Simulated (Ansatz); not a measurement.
# P under changes of volume

One of the cells (16.144 Å³/atom); the others are scaled copies at fixed shape and fractional positions:

```
P
1.0
     1.72573    0.99635    3.12968
    -1.72573    0.99635    3.12968
     0.00000   -1.99270    3.12968
P
2
Direct
  0.77292 0.77292 0.77292
  0.22708 0.22708 0.22708
```

This isn't the form of P at room conditions, which is orthorhombic.

- Program: Ansatz 0.2.0
- Functional: PBEsol
- Potentials or basis: all-electron LAPW, scalar-relativistic
- Cutoff: 243 eV (chosen from the basis error)
- Basis error allowed: 0.0005 eV/atom
- k mesh: 9 × 9 × 9
- Occupations: fermi-dirac, width 0.05 eV
- Spin: no spin polarisation

```tsv
volume (Å³/atom)	energy over the lowest point (meV/atom)	pressure (GPa)	largest force (eV/Å)
15.175	8.79	4.4	0.679
15.498	2.12	2.1	0.523
15.821	0.00	0.1	0.384
16.144	1.86	-1.8	0.263
16.467	?	?	?
16.789	15.24	-4.9	0.006
17.112	26.51	-6.3	0.117
```

What does the run at 16.467 Å³/atom give?

Energy over the lowest point 6.99 meV/atom; pressure -3.4 GPa; largest force 0.136 eV/Å.

Worked out: A Birch-Murnaghan fit of order 3 (a polynomial in V^(-2/3)) to the other rows has its minimum at 15.83 Å³/atom with B0 = V·E''(V) = 95 GPa and B' = 4.6 at fixed shape and positions, which overstates the stiffness. It gives 7.00 meV/atom at 16.467 Å³/atom, against the run's 6.99, and -dE/dV = -3.4 GPa, against -3.4.

Energies are extrapolated to zero smearing.
